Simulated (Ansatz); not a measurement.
# LiH: the cost of one run

Method: DFT PBE, scalar-relativistic, plane waves, PAW, in Ansatz 0.2.0.

### Step 1. The system as given

The structure is monoclinic, space group P2/m (No. 10). The conventional cell has a = 4.991 Å, b = 3.120 Å, c = 5.403 Å, α = 90.00°, β = 90.00°, γ = 90.00°. Li (site symmetry 2/m) is surrounded by 2 H at 2.16 Å. Around Li (site symmetry 2/m) lie 4 H at 2.16 Å. Around H (site symmetry m) lie 3 Li at 2.16 Å.

As a file:

```cif
data_structure
_symmetry_space_group_name_H-M 'P 1'
_symmetry_Int_Tables_number 1
_cell_length_a 4.9914
_cell_length_b 3.1196
_cell_length_c 5.4034
_cell_angle_alpha 90.000
_cell_angle_beta 90.000
_cell_angle_gamma 90.000
_cell_volume 84.14
loop_
_atom_site_label
_atom_site_type_symbol
_atom_site_fract_x
_atom_site_fract_y
_atom_site_fract_z
_atom_site_occupancy
Li1 Li 0.00000 0.00000 0.00000 1
Li2 Li 0.00000 0.50000 0.50000 1
H1 H 0.76000 0.00000 0.66667 1
H2 H 0.24000 0.00000 0.33333 1
```

Recipe of the guess: ordered vacancies on the anion sites of cadmium iodide (P2/m, No. 10). The dimensions are guesses.

### Step 2. A first look at the guess

The input, input.yaml:

```yaml
crystal:
  lattice:
    - [4.99141834, 0.0, 0.0]
    - [0.0, 3.11963646, 0.0]
    - [0.0, 0.0, 5.40336885]
  atoms:
    - { symbol: Li, position: [0.0, 0.0, 0.0] }
    - { symbol: Li, position: [0.0, 0.5, 0.5] }
    - { symbol: H, position: [0.76, 0.0, 0.66666667] }
    - { symbol: H, position: [0.24, 0.0, 0.33333333] }
basis:
  ecutwfc: 420
kpoints:
  mp_grid: { grid: [4, 6, 4] }
hamiltonian:
  xc: pbe
scf:
  occupations: { method: gaussian, width: 0.1 }
  lower_state_search: "off"
output:
  forces: true
  stress: true
  eigenvalues: true
```

Started as:

```bash
$ ansatz run input.yaml --threads 1 --pin off --max-ram 2048MiB --backend cpu --events-out ev --progress --plain --runs-dir out
```

Q: Estimate wall time and peak memory on 1 thread of Arm Neoverse V2, shared host.

About 1.4 s, with a peak of 0.3 GiB.
